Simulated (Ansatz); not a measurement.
A 4-atom cell of BN started from a crystallographic database, relaxed with r2SCAN+rVV10, was run in the PAW code Ansatz under altered settings. All numbers are computed, without spin polarisation but where a row says otherwise.

```xyz
4
Lattice="2.5006 0.0000 0.0000 -1.2503 2.1656 0.0000 0.0000 0.0000 6.5236" Properties=species:S:1:pos:R:3 pbc="T T T"
B     0.0000    1.4437    1.6309
B     1.2503    0.7219    4.8927
N     0.0000    1.4437    4.8927
N     1.2503    0.7219    1.6309
```

The base run's other keys:
```yaml
kpoints:
  mp_grid: { grid: [9, 9, 4] }
hamiltonian:
  xc: pbe
scf:
  occupations: { method: fixed }
  n_extra_bands: 5
```

It takes 6 iterations with 687 plane waves at 420 eV and 36 k points, and leaves a mean stress of +4.66 GPa. The gap over this mesh is 4.389 eV. It ran on 4 threads of Arm Neoverse N1 (shared host).

Outcomes, with energy and stress as changes against the base:
```tsv
setting	outcome	ΔF (meV/atom)	Δ mean stress (GPa)	gap on the mesh (eV)	iterations	wall time
basis.ecutwfc: 350	converged, warned	+31	+0.03	4.390	6	0.56 s
scf.mixing.preconditioner: resta	converged	0.0	0.00	4.389	6	0.65 s
scf.occupations: tetrahedron	converged, warned	0.0	–	4.389	4	0.6 s
scf.n_extra_bands: 1	converged	0.0	0.00	4.389	6	0.56 s
hamiltonian.xc: mr2scan (cutoff then 500 eV)	converged	–	-4.02	4.966	7	1.4 s
scf.occupations: cold 0.5	converged	0.0	0.00	4.390	4	0.6 s
hamiltonian.xc: pbesol	converged	–	-3.00	4.293	6	0.68 s
kpoints.mp_grid.shift: [0, 0, 0.5]	converged	0.0	0.00	4.415	6	0.54 s
basis.ecutrho_ratio: 8	converged	0.0	0.00	4.389	6	0.71 s
accuracy: high	converged	0.0	0.00	4.389	7	0.71 s
scf.n_extra_bands: 0	converged	0.0	0.00	4.389	6	0.59 s
scf.occupations: fermi_dirac 0.5	converged	-1.6	+0.08	4.394	6	0.66 s
scf.occupations: gaussian 0.05	converged	0.0	0.00	4.389	6	0.67 s
scf.n_extra_bands: 5000	refused	–	–	–	–	0.06 s
```
A dash marks a value that wasn't obtained or can't be compared. Stress is positive in compression. The base took 0.67 s.

- basis.ecutwfc: 350. 511 plane waves in place of 687. The free energy moves by +31 meV an atom, the mean stress by +0.03 GPa and the gap on the mesh by +0.001 eV (to 4.390). The basis is too small: these are errors of the cutoff. Warned: cutoff below recommended.
- scf.occupations: tetrahedron. Energy, stress and gap stay within 1 meV an atom, 0.1 GPa and 0.005 eV of the base. Warned: band table not solved further, tetrahedron derivatives may miss energy slope.
- hamiltonian.xc: mr2scan. The cutoff follows the functional, from 420 to 500 eV. The mean stress moves by -4.02 GPa and the gap on the mesh by +0.576 eV (to 4.966). It's another functional on the same cell, so totals aren't comparable.
- hamiltonian.xc: pbesol. The mean stress moves by -3.00 GPa and the gap on the mesh by -0.097 eV (to 4.293). It's another functional on the same cell, so totals aren't comparable.
- kpoints.mp_grid.shift: [0, 0, 0.5]. The free energy moves by 0.0 meV an atom, the mean stress by 0.00 GPa and the gap on the mesh by +0.026 eV (to 4.415).
- scf.n_extra_bands: 5000. The program doesn't start. Error: inconsistent input (scf.n_extra_bands, basis.ecutwfc, kpoints): n_bands = 5008 exceeds the smallest per-k basis n_pw = 670 (k-point 2, counted from 0 among those solved) — raise basis.ecutwfc or lower scf.n_extra_bands

Within 1 meV an atom, 0.1 GPa and 0.005 eV of the base stay: scf.mixing.preconditioner: resta; scf.occupations: tetrahedron; scf.n_extra_bands: 1; scf.occupations: cold 0.5; basis.ecutrho_ratio: 8; accuracy: high; scf.n_extra_bands: 0; scf.occupations: gaussian 0.05.
